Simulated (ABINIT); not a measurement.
Input of an ABINIT 10.8.3 (patched build) run:

File run.abi:

```
ndtset 7
getwfk -1
scalecart1 3*0.9795861087
scalecart2 3*0.9864848297
scalecart3 3*0.9932883884
scalecart4 3*1.0000000000
scalecart5 3*1.0066227096
scalecart6 3*1.0131594038
scalecart7 3*1.0196128224

pp_dirpath "./"
pseudos "Os.GGA_PBE-JTH.xml"

acell 3*1.0 Angstrom
rprim
     2.7341000000     0.0000000000     0.0000000000
    -1.3670500000     2.3678000565     0.0000000000
     0.0000000000     0.0000000000     4.3197000000
ntypat 1
znucl 76
natom 2
typat 1 1
xred
     0.6666666667     0.3333333333     0.7500000000
     0.3333333333     0.6666666667     0.2500000000

ecut 15.0
pawecutdg 30.0

kptopt 1
ngkpt 11 11 6
nshiftk 1
shiftk 0.0 0.0 0.0

ixc 27

nband 12
occopt 3
tsmear 0.00183747

nstep 100
tolvrs 1.0e-9

iomode 3
prtwf 1
prtden 0
prteig 0
prtebands 0
enunit 1
```

Potentials or basis: JTH PAW PBE v2.0.

The run is started by

```console
$ abinit run.abi > log 2>&1
```

Question: Estimate the equilibrium volume.

Answer: 13.68 Å³/atom.

Question: Estimate the pressure derivative of the bulk modulus.

Answer: 5.0.

Energy against volume, from the lowest point:
| volume (Å³/atom) | energy (meV/atom) |
| --- | --- |
| 13.143 | 29.36 |
| 13.423 | 6.33 |
| 13.703 | 0.00 |
| 13.982 | 8.39 |
| 14.262 | 29.88 |
| 14.542 | 62.90 |
| 14.821 | 106.15 |

Caveat: pressures at fixed basis lie under the slope of the energies; the cell was scaled at fixed shape and fractional positions, which overstates the stiffness of a crystal with free parameters, most of all of layers and chains; the PAW data sets were made with another functional, which shifts forces and pressure a little; the atomic spheres overlap. Spin-orbit coupling is left out, which matters for the levels of Os.
